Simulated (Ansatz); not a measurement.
# HfO2 (Fm-3m) under biaxial strain in the (001) plane

Aim: how do the optical modes of HfO2 (Fm-3m) shift and split under this strain?

Method: DFT PBEsol, scalar-relativistic, plane waves, PAW; PAW set soft_1, in Ansatz 0.2.0.

## 1. Set-up

The structure is cubic, space group Fm-3m (No. 225). The conventional cell has a = 5.115 Å, b = 5.115 Å, c = 5.115 Å, α = 90.00°, β = 90.00°, γ = 90.00°. O has 4 Hf at 2.21 Å nearest. Nearest to Hf lie 8 O at 2.21 Å. Farther neighbours and most contacts between anions are not listed.

## 2. A rough relaxation first

A rough relaxation comes first, because large forces or stress need no tight tolerances yet.

Input file input.yaml:

```yaml
crystal:
  lattice:
    - [0.0, 2.5575, 2.5575]
    - [2.5575, 0.0, 2.5575]
    - [2.5575, 2.5575, 0.0]
  atoms:
    - { symbol: O, position: [0.25, 0.25, 0.25] }
    - { symbol: O, position: [0.75, 0.75, 0.75] }
    - { symbol: Hf, position: [0.0, 0.0, 0.0] }
kpoints:
  mp_grid: { grid: [6, 6, 6] }
hamiltonian:
  xc: pbesol
  pseudopotentials: { kind: paw, azcp: { folder: soft_1 }, xc_functional: pbe }
scf:
  occupations: { method: gaussian, width: 0.1 }
output:
  forces: true
  stress: true
  eigenvalues: true
relax:
  adjacent_minimum: "off"
  f_tol: 0.05
  max_steps: 80
  cell: { stress_tol: 0.5 }
```

The run is started by

```bash
$ ansatz run input.yaml --threads 4 --pin off --max-ram 10240MiB --backend cpu --events-out ev --progress --plain --runs-dir out
```

Numbers of over 12 decimals in the logs are rounded to 6 here.

The program printed:

```text
The last accepted step is kept in <dir> (removed where the run ends without a failure and the disk answers)
Engine: ansatz 0.2.0, x86_64-unknown-linux-gnu
Pseudopotentials: kind: paw
Pseudopotential: O, paw, valence charge 6, recommended cutoff 420 eV (normal), soft_1/O.paw.azcp
Pseudopotential: Hf, paw, valence charge 26, recommended cutoff 420 eV (normal), soft_1/Hf.paw.azcp
Functional definition: PBEsol
[...]
F+E_penalty+E_count = -16725.85042707 eV   max|allowed force component| = 5.108e-18 eV/Å   (the final SCF, on the basis selected at the relaxed cell)
  cell:  # Å, volume = 32.1403 Å³
    - [0, 2.523520, 2.523520]
    - [2.523520, 0, 2.523520]
    - [2.523520, 2.523520, 0]
  atoms:
    - { symbol: O, position: [0.250000, 0.250000, 0.250000] }
    - { symbol: O, position: [0.750000, 0.750000, 0.750000] }
    - { symbol: Hf, position: [0, 0, 0] }
[key lines of the parts left out:]
SCF converged after 5 iterations
Free energy (F): -16725.850427 eV
Fermi energy:    16.781225 eV
P = ⅓ Tr σ = -0.3897 GPa (-3.897 kbar)
```

It took 1.1 s on 4 threads of Intel Xeon Platinum 8559C (Emerald Rapids), shared host; peak memory 0.37 GiB.

Step by step:

```
step  energy less that of the first step (eV)  largest force component (eV/Å)  pressure (GPa)  volume (Å³)
   1                                   0.0000                          0.0000          -10.09        33.46
   2                                  -0.0473                          0.0000            2.67        31.81
   3                                  -0.0485                          0.0000           -0.17        32.14
  4*                                  -0.0443                          0.0000           -0.39        32.14
```

Relaxation steps marked * repeat the geometry before them on a plane-wave basis chosen anew for their cell, so energy and pressure can jump there.

The run keeps the 48 symmetry operations that it works with, so distortions that break them were not tested.

```
conventional cell, symmetrised  before  after  change
                         a (Å)   5.115  5.047  -1.3 %
                         b (Å)   5.115  5.047  -1.3 %
                         c (Å)   5.115  5.047  -1.3 %
              volume (Å³/atom)   11.15  10.71  -3.9 %
```

Final coordinates:

```
O Hf
1.0
     0.00000    2.52352    2.52352
     2.52352    0.00000    2.52352
     2.52352    2.52352    0.00000
O Hf
2 1
Cartesian
  1.2618 1.2618 1.2618
  3.7853 3.7853 3.7853
  0.0000 0.0000 0.0000
```

A gap read on the k-mesh alone can miss the band edges.

This step gave:

- pressure: -0.3897 GPa
- gap on the k-mesh: 3.684 eV
- volume per atom: 10.71 Å³

In this step the volume went from 11.15 to 10.71 Å³/atom.

## 3. Bringing the structure to rest

The cell and atoms are relaxed, since residual forces and stress would shift the frequencies.

Input file input.yaml:

```yaml
crystal:
  lattice:
    - [0.0, 2.5235197304, 2.5235197304]
    - [2.5235197304, 0.0, 2.5235197304]
    - [2.5235197304, 2.5235197304, 0.0]
  atoms:
    - { symbol: O, position: [0.25, 0.25, 0.25] }
    - { symbol: O, position: [0.75, 0.75, 0.75] }
    - { symbol: Hf, position: [0.0, 0.0, 0.0] }
kpoints:
  mp_grid: { grid: [8, 8, 8] }
hamiltonian:
  xc: pbesol
  pseudopotentials: { kind: paw, azcp: { folder: soft_1 }, xc_functional: pbe }
scf:
  occupations: { method: gaussian, width: 0.02 }
output:
  forces: true
  stress: true
  eigenvalues: true
  write_density: true
  write_potential: true
  elf: true
  volumetric_format: npy
relax:
  adjacent_minimum: "off"
  f_tol: 0.005
  max_steps: 80
  cell: { stress_tol: 0.05 }
```

The program printed:

```text
[...]
Crystal: 3 atoms, lattice volume = 32.140 Å³
Basis set: ecut = 420 eV, 609 PW (Γ), exchange–correlation on 48×48×48 points (8 copies of the dense FFT grid, shifted against one another)
Bands: 23, of which v1, the nominal top of the filled ones, is band 19 counted from 1 (18 counted from 0)
Symmetry: 48 space group operations
[...]
k-points: 29 of 512
[...]
SCF iter   1: F=—  HF=-16726.434438 eV  |F-HF|=—  |Δ(HF+E_count)|=         —  Δρ=9.04e-2  dr2=1.92e0  ethr=3.10e-3  ⟨swp⟩=5.0  Hψ=2553  notcnv=0
[...]
SCF iter   8: F=-16725.850596 eV  HF=-16725.850596 eV  |F-HF|=5.33e-9  |Δ(HF+E_count)|=   3.93e-8  Δρ=4.70e-6  dr2=3.66e-9  ethr=1.34e-10  ⟨swp⟩=5.9  Hψ=4471  notcnv=0
SCF 1 converged in 8 iterations: F = -16725.850596 eV  dr2 = 3.66e-9
[...]
relax step   1: F+E_penalty+E_count = -16725.85059575 eV  Δ(F+E_penalty+E_count) = +0.000e0 eV  max|allowed force component| = 2.698e-18 eV/Å  Δτ_max = 0.0000 Å  P = -0.395 GPa  Ω = 32.140 Å³  (8 SCF iters, dr2 threshold 1.00e-7 eV, accepted)
Crystal: 3 atoms, lattice volume = 32.085 Å³
[...]
SCF iter   4: F=-16725.850870 eV  HF=-16725.850870 eV  |F-HF|=1.59e-8  |Δ(HF+E_count)|=   1.35e-7  Δρ=1.21e-5  dr2=2.42e-8  ethr=7.89e-10  ⟨swp⟩=10.3  Hψ=5317  notcnv=0
SCF 2 converged in 4 iterations: F = -16725.850870 eV  dr2 = 2.42e-8
relax step   2: F+E_penalty+E_count = -16725.85086995 eV  Δ(F+E_penalty+E_count) = -2.742e-4 eV  max|allowed force component| = 7.132e-18 eV/Å  Δτ_max = 0.0000 Å  P = +0.069 GPa  Ω = 32.085 Å³  energy of the carried Pulay correction = +2.181e-4 eV  (4 SCF iters, dr2 threshold 3.00e-7 eV, accepted)
Crystal: 3 atoms, lattice volume = 32.094 Å³
[...]
SCF iter   4: F=-16725.850839 eV  HF=-16725.850839 eV  |F-HF|=1.67e-10  |Δ(HF+E_count)|=   4.54e-9  Δρ=1.07e-6  dr2=2.73e-10  ethr=3.14e-11  ⟨swp⟩=7.3  Hψ=3873  notcnv=0
SCF 3 converged in 4 iterations: F = -16725.850839 eV  dr2 = 2.73e-10
relax step   3: F+E_penalty+E_count = -16725.85083921 eV  Δ(F+E_penalty+E_count) = +3.074e-5 eV  max|allowed force component| = 8.288e-18 eV/Å  Δτ_max = 0.0000 Å  P = -0.001 GPa  Ω = 32.094 Å³  energy of the carried Pulay correction = +1.856e-4 eV  (4 SCF iters, dr2 threshold 1.20e-8 eV, accepted)
[...]
SCF iter   5: F=-16725.850651 eV  HF=-16725.850651 eV  |F-HF|=0.00e0  |Δ(HF+E_count)|=  7.28e-12  Δρ=2.10e-7  dr2=9.93e-12  ethr=1.00e-12  ⟨swp⟩=6.6  Hψ=3641  notcnv=0
SCF 4 converged in 5 iterations: F = -16725.850651 eV  dr2 = 9.93e-12
relax step   4: F+E_penalty+E_count = -16725.85065146 eV  Δ(F+E_penalty+E_count) = +1.878e-4 eV  max|allowed force component| = 8.095e-18 eV/Å  Δτ_max = 0.0000 Å  P = -0.011 GPa  Ω = 32.094 Å³  stress off target by 1.14e-2 GPa  SCF on the basis re-selected at this cell (its energy is not comparable with the rows above)  (5 SCF iters)
[...]
SCF converged after 5 iterations
Free energy (F): -16725.850651 eV
[...]
Internal energy: -16725.850651 eV  (E = F + TS)
E sigma→0 (E₀):  -16725.850651 eV
Fermi energy:    16.811188 eV
[...]
--- Stress (GPa, compression-positive) ---
       -0.011418      -0.000000      -0.000000
       -0.000000      -0.011418       0.000000
       -0.000000       0.000000      -0.011418
  P = ⅓ Tr σ = -0.0114 GPa (-0.114 kbar)
--- Band table (eV; the first three rows and the last of 29) ---
  k-point 0: bands = [... 15 lower, 9.4153, 14.3334, 14.3334, 14.3334, 18.7749, 18.7749, 20.6733, 25.5690]
  k-point 1: bands = [... 15 lower, 9.8682, 13.8613, 14.0315, 14.0315, 19.0811, 19.0811, 21.2879, 24.8247]
  k-point 2: bands = [... 15 lower, 10.8969, 12.9259, 13.4926, 13.4926, 19.5337, 19.5337, 21.9314, 24.2569]
  k-point 28: bands = [... 15 lower, 12.3095, 12.3095, 13.4781, 14.7527, 19.7363, 20.1000, 22.1272, 22.1272]
--- Relaxed structure (3 steps of the walk, 3 accepted, 1 SCFs on fresh bases) ---
[...]
cell:  # Å, volume = 32.0936 Å³
    - [0, 2.522296, 2.522296]
    - [2.522296, 0, 2.522296]
    - [2.522296, 2.522296, 0]
  atoms:
    - { symbol: O, position: [0.25, 0.25, 0.25] }
    - { symbol: O, position: [0.750000, 0.750000, 0.750000] }
    - { symbol: Hf, position: [0, 0, 0] }
```

Wall time 1.4 s (4 threads); peak memory 0.4 GiB; 4 s of CPU time.

Little changed from the start: no atom moved by 0.005 Å and no cell edge by 0.1 %.

Numbers from this step:

| Quantity | Value |
| --- | --- |
| pressure | -0.01142 GPa |
| gap on the k-mesh | 3.688 eV |
| volume per atom | 10.70 Å³ |

ELF in the ac plane of a cell with a along [110], b along [-110] and c along [001] of the cube at fractional y = 0.000, with atoms of O and Hf within 0.2 Å of it. It is the smooth field of the valence electrons, not physical close to the nuclei.

Ten even steps from '0' (0.02) to '9' (0.85), each cell a mean:
```
99523433799952343379
86358874478635887447
21388796222138879622
01596587200159658720
01588897200158889720
00257764100025776410
00011110000001111000
00124432000012443200
00378885200037888520
01598787300159878730
01587587200158758720
53378895245337889524
98446752699844675269
99511113899951111389
```
Columns run along a (7.1 Å), rows up along c (5.0 Å), edges of the conventional cell, whose origin can differ from the input's. Atoms in or near the plane, at fractional coordinates: O at (0.25, 0.25), O at (0.75, 0.25), O at (0.25, 0.75), O at (0.75, 0.75), Hf at (0.00, 0.00), Hf at (0.50, 0.00).

Electrostatic potential energy in the ac plane of a cell with a along [110], b along [-110] and c along [001] of the cube at fractional y = 0.000, with atoms of O and Hf within 0.2 Å of it. With pseudopotentials it is smooth inside the atoms' cores, unlike the true potential.

Ten even steps from '_' (-26 eV) to '@' (19 eV), each cell a mean:
```
--::==##@@@@%%**::::--::==##@@@@%%**::::
::--**%%**++####==::::--**%%**++####==::
++**%%++..__--%%##**++**%%++..__--%%##**
%%@@@@++____::%%@@%%%%@@@@++____::%%@@%%
@@@@@@##--::++@@@@@@@@@@@@##--::++@@@@@@
@@@@@@@@%%%%@@@@@@@@@@@@@@@@%%%%@@@@@@@@
@@@@@@@@@@@@@@@@@@@@@@@@@@@@@@@@@@@@@@@@
@@@@@@@@@@@@@@@@@@@@@@@@@@@@@@@@@@@@@@@@
@@@@@@@@**++%%@@@@@@@@@@@@@@**++%%@@@@@@
@@@@@@**..__--%%@@@@@@@@@@**..__--%%@@@@
##%%%%++____::%%%%####%%%%++____::%%%%##
--++####--::++%%**==--++####--::++%%**==
::::++%%%%%%%%**--::::::++%%%%%%%%**--::
==::--##@@@@%%++::--==::--##@@@@%%++::--
```
Columns run along a (7.1 Å; values clipped at the 3rd and 97th percentile), rows up along c (5.0 Å), edges of the conventional cell, whose origin can differ from the input's. Atoms in or near the plane, at fractional coordinates: O at (0.25, 0.25), O at (0.75, 0.25), O at (0.25, 0.75), O at (0.75, 0.75), Hf at (0.00, 0.00), Hf at (0.50, 0.00).

Valence density in the ac plane of a cell with a along [110], b along [-110] and c along [001] of the cube at fractional y = 0.000, with atoms of O and Hf within 0.2 Å of it. It is the smooth field of the valence electrons, not physical close to the nuclei.

Ten steps, logarithmic in the rise over the least value, from '_' (0 e/Å³) to '@' (47 e/Å³), each cell a mean:
```
@@**--..........++%%@@**--..........++%%
++--..::----::..::++++--..::----::..::++
......--++++==::..........--++++==::....
____..--++**==::________..--++**==::____
______::====--..__________::====--..____
______....::..____________....::..______
________________________________________
________....________________....________
______..::--::..__________..::--::..____
____..--++++==..________..--++++==..____
____..--++**==::________..--++**==::____
--::..::====--....::--::..::====--....::
##++::..::::....--**##++::..::::....--**
@@##--..______..++@@@@##--..______..++@@
```
Columns run along a (7.1 Å), rows up along c (5.0 Å), edges of the conventional cell, whose origin can differ from the input's. Atoms in or near the plane, at fractional coordinates: O at (0.25, 0.25), O at (0.75, 0.25), O at (0.25, 0.75), O at (0.75, 0.75), Hf at (0.00, 0.00), Hf at (0.50, 0.00).

In this step the volume went from 10.71 to 10.70 Å³/atom.

## 4. Tight relaxation

Phonons need small forces and stress, so the relaxation is finished with tight tolerances on 8×8×8 k points.

input.yaml, the sections that differ from step 3:

```yaml
crystal:
  lattice:
    - [0.0, 2.522296005, 2.522296005]
    - [2.522296005, 0.0, 2.522296005]
    - [2.522296005, 2.522296005, 0.0]
  atoms:
    - { symbol: O, position: [0.25, 0.25, 0.25] }
    - { symbol: O, position: [0.75, 0.75, 0.75] }
    - { symbol: Hf, position: [0.0, 0.0, 0.0] }
scf:
  occupations: { method: fixed }
output:
  forces: true
  stress: true
  eigenvalues: true
relax:
  adjacent_minimum: "off"
  f_tol: 0.001
  max_steps: 60
  cell: { stress_tol: 0.01 }
# kpoints, hamiltonian: as in step 3
```

The program printed:

```text
[...]
Crystal: 3 atoms, lattice volume = 32.094 Å³
Basis set: ecut = 420 eV, 609 PW (Γ), exchange–correlation on 48×48×48 points (8 copies of the dense FFT grid, shifted against one another)
Bands: 23, of which v1, the nominal top of the filled ones, is band 19 counted from 1 (18 counted from 0)
Symmetry: 48 space group operations
[...]
k-points: 29 of 512
[...]
k-point 28: bands = [... 15 lower, 12.3103, 12.3103, 13.4790, 14.7536, 19.7374, 20.1012, 22.1286, 22.1286]
--- Relaxed structure (2 steps of the walk, 2 accepted, 1 SCFs on fresh bases) ---
[...]
cell:  # Å, volume = 32.0920 Å³
    - [0, 2.522254, 2.522254]
    - [2.522254, 0, 2.522254]
    - [2.522254, 2.522254, 0]
  atoms:
    - { symbol: O, position: [0.25, 0.25, 0.25] }
    - { symbol: O, position: [0.75, 0.75, 0.75] }
    - { symbol: Hf, position: [0, 0, 0] }
[key lines of the parts left out:]
SCF converged after 6 iterations
Free energy (F): -16725.850658 eV
Fermi energy:    14.968270 eV
P = ⅓ Tr σ = 0.0017 GPa (0.017 kbar)
```

Run time: 0.99 s. Hardware: 4 threads; peak memory 0.38 GiB.

Little changed from the start: no atom moved by 0.005 Å and no cell edge by 0.1 %.

This step gave:

| Property | Result |
| --- | --- |
| pressure | 0.001677 GPa |

The forces vanish by symmetry and the pressure is 0.002 GPa, within the tolerances set. The cell now holds 10.70 Å³/atom.

[end of part 1 of 3]

[Logs are printed without paths, hosts, clocks, repeated set-up lines and the standing remarks that a program may print on its own settings, such as how far it seeks lower states.]

[Hosts, paths, dates, database ids (printed as entryN), source tags and the programs' standing remarks are cut or masked in the printed files.]
